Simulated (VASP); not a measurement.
Wanted: the native input for a VASP 6.6.1 run.

* Task: single point
* Functional: PBE0(alpha)
* Potentials or basis: VASP PAW PBE potentials, release 64 (As, Ga_d)
* Cutoff: 520 eV
* k mesh: 4 × 4 × 4
* Occupations: fermi-dirac, width 0.05 eV
* Spin: no spin polarisation
* Share of exact exchange: 0.1
* Grid for exact exchange (PRECFOCK): Fast
* Exchange at q = 0: truncated
* Further INCAR settings: ALGO = Normal; EDIFF = 1e-06; NBANDS = 16

Crystal: GaAs.

```
CELL_PARAMETERS angstrom
0.00000 2.82685 2.82685
2.82685 0.00000 2.82685
2.82685 2.82685 0.00000
ATOMIC_POSITIONS crystal
As 0.75000 0.75000 0.75000
Ga 0.00000 0.00000 0.00000
```

One way to write it, as run:

POSCAR

```
GaAs
1.0
    0.0000000000      2.8268500000      2.8268500000
    2.8268500000      0.0000000000      2.8268500000
    2.8268500000      2.8268500000      0.0000000000
As Ga
1 1
Direct
    0.7500000000      0.7500000000      0.7500000000
    0.0000000000      0.0000000000      0.0000000000
```

INCAR.step1

```
SYSTEM = GaAs
ALGO = Normal
EDIFF = 1E-5
ENCUT = 520
GGA = PE
ISIF = 2
ISMEAR = -1
LASPH = .TRUE.
LCHARG = .FALSE.
LREAL = .FALSE.
LWAVE = .TRUE.
NBANDS = 16
NELM = 80
PREC = Accurate
SIGMA = 0.05
```

INCAR.step2

```
SYSTEM = GaAs
AEXX = 0.1
ALGO = Normal
EDIFF = 1E-6
ENCUT = 520
GGA = PE
HFRCUT = -1
ISIF = 2
ISMEAR = -1
ISTART = 1
LASPH = .TRUE.
LCHARG = .FALSE.
LHFCALC = .TRUE.
LREAL = .FALSE.
LWAVE = .FALSE.
NBANDS = 16
NELM = 80
PREC = Accurate
PRECFOCK = Fast
SIGMA = 0.05
```

KPOINTS

```
k-points
0
G
  4 4 4
  0 0 0
```

Potentials or basis: VASP PAW PBE potentials, release 64 (As, Ga_d).

Command:

```console
$ cat potpaw_PBE.64/As/POTCAR potpaw_PBE.64/Ga_d/POTCAR > POTCAR
$ cp INCAR.step1 INCAR
$ mpirun -np 1 vasp_std > vasp.out
$ cp INCAR.step2 INCAR
$ mpirun -np 1 vasp_std > vasp.out
```

It gave:

* Pressure: 2.6 GPa
* Band gap on the k mesh: 1.14 eV, direct

Caveat: the k mesh is coarse (spacing up to 0.48 Å⁻¹), so the values aren't converged, least of all with exact exchange; the PAW data sets were made with another functional, which shifts forces and pressure a little.

Wall time 3.8 min on 1 thread of Intel(R) Xeon(R) Platinum 8259CL CPU @ 2.50GHz (Skylake/Cascade Lake) (shared host), peak memory 0.17 GiB.
